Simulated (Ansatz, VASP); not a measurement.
NaCl in VASP and in Ansatz

File INCAR:

```
SYSTEM = NaCl
PREC = Accurate ; ENCUT = 520
EDIFF = 1E-8 ; ISMEAR = -1
SIGMA = 0.02 ; LREAL = .False.
LASPH = .True. ; NELM = 100
ALGO = Normal ; ISIF = 2
LWAVE = .False. ; LCHARG = .False.
GGA = PE ; LEFG = .True.
NBANDS = 14
```

KPOINTS

```
regular mesh
0
Gamma
  8 8 8
  0 0 0
```

The input POSCAR:

```
NaCl
1.0
    2.8021129234      0.0000000000      0.0000000000
    0.0000000000      2.8021129234      0.0000000000
    0.0000000000      0.0000000000      2.8021129234
Na Cl
1 1
Direct
    0.0000000000      0.0000000000      0.0000000000
    0.5000000000      0.5000000000      0.5000000000
```

Input for Ansatz:

```yaml
crystal:
  lattice:
    - [2.8021129234, 0.0, 0.0]
    - [0.0, 2.8021129234, 0.0]
    - [0.0, 0.0, 2.8021129234]
  atoms:
    - { symbol: Na, position: [0.0, 0.0, 0.0] }
    - { symbol: Cl, position: [0.5, 0.5, 0.5] }
kpoints:
  mp_grid: { grid: [8, 8, 8] }
scf:
  occupations: { method: fermi_dirac, width: 0.02 }
hamiltonian:
  xc: pbe
  pseudopotentials: { kind: paw }
output:
  forces: true
  stress: true
  eigenvalues: true
  efg: { contact_densities: true }
```

Change from the starting cell: volume scaled by 0.9405, PAW files.

Alike in both runs: task electric field gradients; functional PBE; k mesh 8 × 8 × 8; occupations fermi-dirac, width 0.02 eV; no spin polarisation.

|  | VASP | Ansatz |
| --- | --- | --- |
| version | VASP 6.6.1 | Ansatz 0.2.0 |
| potentials or method | VASP PAW PBE potentials, release 64 (Na_pv, Cl) | PAW with Ansatz's default frozen-core files, scalar-relativistic |
| plane-wave cutoff (eV) | 520 | 420 |
| valence electrons in the cell | 14 | 16 |

Ansatz gave:

| Item | Value |
| --- | --- |
| gap on the k mesh at the Fermi level (eV) | 4.11 |
| pressure (GPa) | 82.1 |
| Vzz of the field gradient on the site that differs most (V/Å²) | 0.0 |

**Question.** What did VASP give for the same quantities?

**Answer.** gap on the k mesh at the Fermi level (eV): 4.16; pressure (GPa): 82.5; Vzz of the field gradient on the site that differs most (V/Å²): 0.0.

The functional is the same, so the differences come from potentials, cutoffs and numerics. The two sets of potentials don't hold the same shells in valence.

Caveats: the cell as given lies far from equilibrium; so large a pressure means that the cell lies far from this level's equilibrium, or that cutoff or potentials fall short (VASP). A k mesh can miss the band edges.
